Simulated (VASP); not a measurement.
From an Ansatz input to VASP: PbSe (rocksalt)

Ansatz input

```yaml
crystal:
  lattice:
    - [0.0, 3.0887022139, 3.0887022139]
    - [3.0887022139, 0.0, 3.0887022139]
    - [3.0887022139, 3.0887022139, 0.0]
  atoms:
    - { symbol: Pb, position: [0.0, 0.0, 0.0] }
    - { symbol: Se, position: [0.5, 0.5, 0.5] }
kpoints:
  mp_grid: { grid: [8, 8, 8] }
  band_path:
    path:
      - [0.0, 0.0, 0.0]
      - [0.5, 0.0, 0.5]
      - [0.5, 0.25, 0.75]
      - [0.375, 0.375, 0.75]
      - [0.5, 0.5, 0.5]
      - [0.625, 0.25, 0.625]
    npoints: 1
hamiltonian:
  xc: r2scan
scf:
  occupations: { method: fixed }
  n_extra_bands: 4
output:
  forces: true
  stress: true
  eigenvalues: true
```

Problem. Write VASP inputs for this cell and level of theory.

Solution. 

INCAR

```
ISIF = 2
METAGGA = R2SCAN
ALGO = Normal
SIGMA = 0.01
PREC = Accurate
LCHARG = .FALSE.
LREAL = .FALSE.
LWAVE = .FALSE.
EDIFF = 1E-7
NELM = 120
NSW = 0
ISMEAR = 0
ENCUT = 520
NBANDS = 17
LASPH = .TRUE.
IBRION = -1
```

KPOINTS

```
KPOINTS created by Atomic Simulation Environment
0
Gamma
8 8 8
0 0 0
```

KPOINTS_OPT

```
special points
6
Reciprocal
0.0000000000 0.0000000000 0.0000000000 1
0.5000000000 0.0000000000 0.5000000000 1
0.5000000000 0.2500000000 0.7500000000 1
0.3750000000 0.3750000000 0.7500000000 1
0.5000000000 0.5000000000 0.5000000000 1
0.6250000000 0.2500000000 0.6250000000 1
```

POSCAR

```
Pb Se
 1.0000000000000000
     0.0000000000000000    3.0887022138622031    3.0887022138622031
     3.0887022138622031   -0.0000000000000000    3.0887022138622031
     3.0887022138622031    3.0887022138622031   -0.0000000000000000
 Pb  Se
   1   1
Cartesian
 -0.0000000000000000 -0.0000000000000000 -0.0000000000000000
  3.0887022138622031  3.0887022138622031  3.0887022138622031
```

VASP ran with the recommended PBE PAW datasets (20 valence electrons in the cell). Other inputs would serve too.

|  | Ansatz | VASP |
| --- | --- | --- |
| gap between bands v and c | 0.66 eV | 0.67 eV |
| least direct gap | 0.66 eV | 0.67 eV |
| pressure | 0.0 GPa | 0.0 GPa |

Datasets and cutoffs are each program's own. VASP's cell holds 20 valence electrons and Ansatz's 30. Ansatz's stress includes a Pulay correction; VASP's doesn't.
